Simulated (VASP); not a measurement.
## A VASP 6.6.1 relaxation on KI

INCAR

```
NSW = 40
NELM = 75
LASPH = .TRUE.
GGA = PE
LWAVE = .FALSE.
ISIF = 3
NBANDS = 15
PREC = Accurate
EDIFF = 1E-7
SIGMA = 0.02
IBRION = 2
EDIFFG = -5E-3
ISMEAR = -1
LREAL = .FALSE.
LCHARG = .FALSE.
ENCUT = 600
```

KPOINTS

```
KPOINTS created by Atomic Simulation Environment
0
Gamma
6 6 6
0 0 0
```

POSCAR

```
K  I
 1.0000000000000000
     0.0000000000000000    3.4822080000000000    3.4822080000000000
     3.4822080000000000    0.0000000000000000    3.4822080000000000
     3.4822080000000000    3.4822080000000000    0.0000000000000000
 K   I
   1   1
Cartesian
  0.0000000000000000  0.0000000000000000  0.0000000000000000
  3.4822080000000000  3.4822080000000000  3.4822080000000000
```

The recommended PBE PAW datasets give the neutral cell 16 valence electrons.

Command

```
mpirun -np 1 vasp_std
```

Problem. How does this run end, and what does it give?

Solution. It converged. Results: relaxed cell vector lengths 5.084, 5.084, 5.084 Å; relaxed cell volume 92.94 Å³.

OSZICAR

```
N       E                     dE             d eps       ncg     rms          rms(c)
DAV:   1     0.986756694919E+02    0.98676E+02   -0.69467E+03   480   0.101E+03
DAV:   2     0.383918804172E+00   -0.98292E+02   -0.90910E+02   599   0.225E+02
DAV:   3    -0.534481067942E+01   -0.57287E+01   -0.57050E+01   670   0.481E+01
DAV:   4    -0.560667136886E+01   -0.26186E+00   -0.26178E+00   753   0.915E+00
DAV:   5    -0.560885590898E+01   -0.21845E-02   -0.21845E-02   691   0.863E-01    0.332E+00
DAV:   6    -0.553237615743E+01    0.76480E-01   -0.87222E-02   592   0.178E+00    0.235E+00
DAV:   7    -0.552978866777E+01    0.25875E-02   -0.11026E-01   641   0.173E+00    0.786E-01
DAV:   8    -0.553417864178E+01   -0.43900E-02   -0.12100E-02   509   0.734E-01    0.136E-01
DAV:   9    -0.553459239025E+01   -0.41375E-03   -0.73345E-04   634   0.167E-01    0.746E-02
DAV:  10    -0.553473046509E+01   -0.13807E-03   -0.12170E-04   518   0.623E-02    0.199E-02
...
DAV:   1    -0.557919888515E+01   -0.14845E-01   -0.29796E-01   557   0.422E+00    0.743E-01
DAV:   2    -0.556803010168E+01    0.11169E-01   -0.24674E-02   627   0.117E+00    0.311E-01
DAV:   3    -0.556475859143E+01    0.32715E-02   -0.10356E-02   911   0.647E-01    0.240E-01
DAV:   4    -0.556487608661E+01   -0.11750E-03   -0.16333E-04   631   0.107E-01    0.102E-01
DAV:   5    -0.556490287237E+01   -0.26786E-04   -0.37215E-04   764   0.861E-02    0.202E-02
DAV:   6    -0.556490390784E+01   -0.10355E-05   -0.55821E-06   550   0.169E-02    0.129E-02
DAV:   7    -0.556490458371E+01   -0.67587E-06   -0.16284E-06   862   0.851E-03    0.237E-03
DAV:   8    -0.556490509403E+01   -0.51032E-06   -0.74200E-08   403   0.222E-03    0.855E-04
DAV:   9    -0.556490504856E+01    0.45462E-07   -0.76497E-09   317   0.746E-04
   4 F= -.55649050E+01 E0= -.55649050E+01  d E =-.301337E-01
```

```tsv
ionic step	ΔE (meV/atom)	volume (Å³)	largest force (eV/Å)	pressure (GPa)	electronic steps
1	0.0	84.45	0.000	1.26	16
2	-11.5	88.58	0.000	0.56	9
3	-14.8	94.09	0.000	-0.14	9
4	-15.1	92.94	0.000	-0.01	9
```

 The volume moved far on the plane waves of the start cell, so a restart from CONTCAR is due.

For comparison, a separate PBE relaxation on usual settings, not on those above, ends at 92.94 Å³.
